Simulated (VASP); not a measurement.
# Sb2Se5 (P-3m1) in VASP: notebook, part 2 of 2

VASP 6.6.1. The steps go on from the part before.

## Step 3: Relaxation of cell and atoms, PBE

This run uses another cell than the first one, of 30.77 Å³/atom, 1.024 times its volume.

INCAR

```
SYSTEM = Sb2Se5
PREC = Accurate
ENCUT = 520
EDIFF = 1E-7
ISMEAR = 0
SIGMA = 0.1
LREAL = .FALSE.
LASPH = .TRUE.
NELM = 120
ALGO = Normal
ISIF = 3
LWAVE = .FALSE.
LCHARG = .FALSE.
GGA = PE
IBRION = 2
NSW = 60
EDIFFG = -0.005
POTIM = 0.3
KPAR = 4
```

KPOINTS

```
Automatic mesh
0
G
  8 8 2
  0 0 0
```

POSCAR

```
Sb2Se5                                  
1.0
    3.9743690679     -0.0000000001      0.0000000000
   -1.9871845291      3.4419045778     -0.0000000000
    0.0000000000     -0.0000000000     15.7440586647
  Sb              Se            
     2     5
Direct
     0.6666666699999979    0.3333333300000021    0.8772053377098227
     0.3333333300000021    0.6666666699999979    0.1227946622901777
     0.0000000000000000    0.0000000000000000    0.4304264336963665
     0.0000000000000000    0.0000000000000000    0.5695735663036333
     0.3333333300000021    0.6666666699999979    0.7754597893906410
     0.6666666699999979    0.3333333300000021    0.2245402106093591
     0.0000000000000000    0.0000000000000000    0.0000000000000000
```

Potentials or basis: VASP PAW PBE potentials, release 64 (Sb, Se).

On the command line:

```console
> cat potpaw_PBE.64/Sb/POTCAR potpaw_PBE.64/Se/POTCAR > POTCAR
> mpirun -np 4 vasp_std > vasp.out
```

OUTCAR:

```text
SYSTEM = Sb2Se5
   PREC = Accurate
   ENCUT = 520
   EDIFF = 1E-7
   ISMEAR = 0
   LREAL = .FALSE.
   LASPH = .TRUE.
   NELM = 120
   ISIF = 3
   GGA = PE
   IBRION = 2
   NSW = 60
   EDIFFG = -0.005
   POTIM = 0.3

 ion  position               nearest neighbor table
   1  0.667  0.333  0.877-   5 2.80   5 2.80   5 2.80   7 3.00   7 3.00   7 3.00
   2  0.333  0.667  0.123-   6 2.80   6 2.80   6 2.80   7 3.00   7 3.00   7 3.00
   3  0.000  0.000  0.430-   4 2.19
   4  0.000  0.000  0.570-   3 2.19
   5  0.333  0.667  0.775-   1 2.80   1 2.80   1 2.80
   6  0.667  0.333  0.225-   2 2.80   2 2.80   2 2.80
   7  0.000  0.000  0.000-   1 3.00   2 3.00   2 3.00   1 3.00   1 3.00   2 3.00

  LATTYP: Found a hexagonal cell.
 ALAT       =     3.9743690679
 C/A-ratio  =     3.9613982486

  Lattice vectors:

 A1 = (   3.9743690679,  -0.0000000001,   0.0000000000)
 A2 = (  -1.9871845291,   3.4419045778,   0.0000000000)
 A3 = (   0.0000000000,   0.0000000000,  15.7440586647)

Analysis of symmetry for initial positions (statically):
=====================================================================
 Subroutine PRICEL returns:
 Original cell was already a primitive cell.

[... 167 lines left out ...]

 number of electron      40.0000004 magnetization

 Free energy of the ion-electron system (eV)
  ---------------------------------------------------
  ext. energy  EPLUGINS =         0.00000000
  ---------------------------------------------------
  free energy    TOTEN  =       -26.38294687 eV

  energy without entropy =      -26.37375943  energy(sigma->0) =      -26.37835315

------------------------ aborting loop because EDIFF is reached ----------------------------------------

  FORCE on cell =-STRESS in cart. coord.  units (eV):
  Direction    XX          YY          ZZ          XY          YZ          ZX
  --------------------------------------------------------------------------------------
  -------------------------------------------------------------------------------------
  Total        0.0185023      0.0185023      0.0355983      0.0000000      0.0000000      0.0000000
  in kB        0.1376428      0.1376428      0.2648235      0.0000000      0.0000000      0.0000000
  external PRESSURE =       0.1800364 kB  Pullay stress =       0.0000000 kB
[... 274 lines left out ...]
--------------------------------------- Ionic step        8  -------------------------------------------

 number of electron      40.0000004 magnetization

 Free energy of the ion-electron system (eV)
  ---------------------------------------------------
  ext. energy  EPLUGINS =         0.00000000
  ---------------------------------------------------
  free energy    TOTEN  =       -26.38295536 eV

  energy without entropy =      -26.37376363  energy(sigma->0) =      -26.37835950

 E-fermi :   3.3226     XC(G=0):  -8.6110

 val. band max:        3.2914489212   @ k =   0.2500   0.2500   0.5000
 cond. band min:       3.3294381276   @ k =   0.1250   0.1250   0.0000
 fundamental gap:      0.0379892064
 Fermi energy:         3.3225525113

 k-point     1 :       0.0000    0.0000    0.0000
  band No.  band energies     occupation
      1     -11.5002      2.00000
      2     -11.2248      2.00000
      3     -10.7797      2.00000
      4      -9.9380      2.00000
      5      -7.7427      2.00000
      6      -5.9145      2.00000
[... 563 lines left out ...]
  FREE ENERGIE OF THE ION-ELECTRON SYSTEM (eV)
  ---------------------------------------------------
  free  energy   TOTEN  =       -26.3829553587 eV

  energy  without entropy=      -26.3737636325  energy(sigma->0) =      -26.37835950

 reached required accuracy - stopping structural energy minimisation
```

CONTCAR:

```text
Sb2Se5
   1.00000000000000
     3.9747294207679813   -0.0000000000995103    0.0000000000000000
    -1.9873647055331192    3.4422166525380078   -0.0000000000000000
     0.0000000000000000   -0.0000000000000000   15.7455607785046254
  Sb              Se
     2     5
Direct
     0.6666666699999979    0.3333333300000021    0.8772349669620074
     0.3333333300000021    0.6666666699999979    0.1227650330379926
     0.0000000000000000    0.0000000000000000    0.4304171403049293
     1.0000000000000000    0.0000000000000000    0.5695828596950707
     0.3333333300000021    0.6666666699999979    0.7754579499016547
     0.6666666699999979    0.3333333300000021    0.2245420500983453
     0.0000000000000000    1.0000000000000000    1.0000000000000000

  0.00000000E+00  0.00000000E+00  0.00000000E+00
  0.00000000E+00  0.00000000E+00  0.00000000E+00
  0.00000000E+00  0.00000000E+00  0.00000000E+00
  0.00000000E+00  0.00000000E+00  0.00000000E+00
  0.00000000E+00  0.00000000E+00  0.00000000E+00
  0.00000000E+00  0.00000000E+00  0.00000000E+00
  0.00000000E+00  0.00000000E+00  0.00000000E+00
```

Wall time 2 min (4 MPI ranks of Intel Xeon Platinum 8259CL at 2.50GHz (Skylake/Cascade Lake), shared host); peak memory 0.38 GiB.

Results:

| Quantity | Value |
| --- | --- |
| Free energy | -26.3830 eV |
| Relaxed volume | 30.78 Å³/atom |
| Relaxed cell | a = 3.975 Å, b = 3.975 Å, c = 15.746 Å, α = 90.00°, β = 90.00°, γ = 120.00° |
| Space group after relaxing (to 0.05 Å) | P-3m1 (No. 164) |
| Energy gained by relaxing | 0.0 meV/atom |
| Ionic steps | 8 |
| Pressure after relaxing | 0.0 GPa |
| Largest force after relaxing | 0.004 eV/Å |
| Band gap on the k mesh | none (metal or under the smearing width) |

Forces on the atoms (eV/Å):
```
Sb   0.000  0.000  0.004
Sb   0.000  0.000 -0.004
Se   0.000  0.000  0.001
Se   0.000  0.000 -0.001
Se   0.000  0.000  0.003
Se   0.000  0.000 -0.003
Se   0.000  0.000  0.000
```

Final structure:
```cif
data_structure
_symmetry_space_group_name_H-M 'P 1'
_symmetry_Int_Tables_number 1
_cell_length_a 3.9747
_cell_length_b 3.9747
_cell_length_c 15.7456
_cell_angle_alpha 90.000
_cell_angle_beta 90.000
_cell_angle_gamma 120.000
_cell_volume 215.43
loop_
_atom_site_label
_atom_site_type_symbol
_atom_site_fract_x
_atom_site_fract_y
_atom_site_fract_z
_atom_site_occupancy
Sb1 Sb 0.66667 0.33333 0.87723 1
Sb2 Sb 0.33333 0.66667 0.12276 1
Se1 Se 0.00000 0.00000 0.43042 1
Se2 Se 0.00000 0.00000 0.56958 1
Se3 Se 0.33333 0.66667 0.77546 1
Se4 Se 0.66667 0.33333 0.22454 1
Se5 Se 0.00000 0.00000 0.00000 1
```

Caveat: this functional lacks dispersion, which binds the layers, so the pressure and a relaxed spacing across them are unreliable.
